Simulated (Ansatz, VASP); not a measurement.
## Li2O: VASP beside Ansatz

```
Li O
1.0
     0.00000    2.30500    2.30500
     2.30500    0.00000    2.30500
     2.30500    2.30500    0.00000
Li O
2 1
Direct
  0.25000 0.25000 0.25000
  0.75000 0.75000 0.75000
  0.00000 0.00000 0.00000
```

Alike in both runs: task single point; functional r2SCAN; k mesh 6 × 6 × 6; occupations gaussian, width 0.1 eV; no spin polarisation.

|  | VASP | Ansatz |
| --- | --- | --- |
| version | VASP 6.6.1 | Ansatz 0.2.0 |
| potentials or method | VASP PAW PBE potentials, release 64 (Li_sv, O) | scalar-relativistic, plane waves, PAW |
| plane-wave cutoff (eV) | 520 | 500 |
| valence electrons in the cell | 12 | 12 |

```csv
,VASP,Ansatz,Ansatz less VASP
gap on the k mesh at the Fermi level (eV),5.68,5.71,+0.037
least direct gap on the mesh (eV),6.14,6.01,-0.130
```

The functional is the same, so the differences come from potentials, cutoffs and numerics.

 A k mesh can miss the band edges. r2SCAN opens gaps a little over a GGA but as a rule still falls short of measured ones.
